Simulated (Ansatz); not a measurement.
System: chalcopyrite CuInS₂. Method: PBEsol in Ansatz (PAW).

Settings: plane-wave cutoff 520 eV, 10×10×10 k mesh, Fermi–Dirac smearing 0.01 eV, no spin polarisation, scalar-relativistic PAW data made under PBE.

Results at a series of volumes:

| V (Å³/atom) | E − E_lowest (meV/atom) | P (GPa) |
|---|---|---|
| 19.919 | 8.53 | 3.43 |
| 20.334 | 2.04 | 1.61 |
| 20.749 | 0.00 | 0.00 |
| 21.164 | 1.90 | -1.44 |
| 21.579 | 7.32 | -2.72 |

Problem. Estimate the bulk modulus from the pressures at 20.334 and 21.164 Å³/atom, and compare it with a fit to all energies.

Solution. B = −V dP/dV. Between V = 20.334 and 21.164 Å³/atom, dP/dV = (-1.44 − (1.61))/(21.164 − 20.334) = -3.67 GPa per Å³/atom; at the midpoint 20.749 Å³/atom this gives B ≈ 76.2 GPa. The third-order Birch–Murnaghan fit gives V0 = 20.749 Å³/atom, B0 = 76.1 GPa, B′ = 4.9, which lies within 1 % of that estimate.

Shape and atoms are relaxed at each volume.

Note: the gap of the solid is closed in this run; this level leaves the solid without a gap, although one is measured; the bulk modulus comes from volumes at which shape and atoms were relaxed.

Spin–orbit coupling is not included; it can open a gap where bands touch, and shift volumes and moduli.

Ansatz is an electronic-structure program.
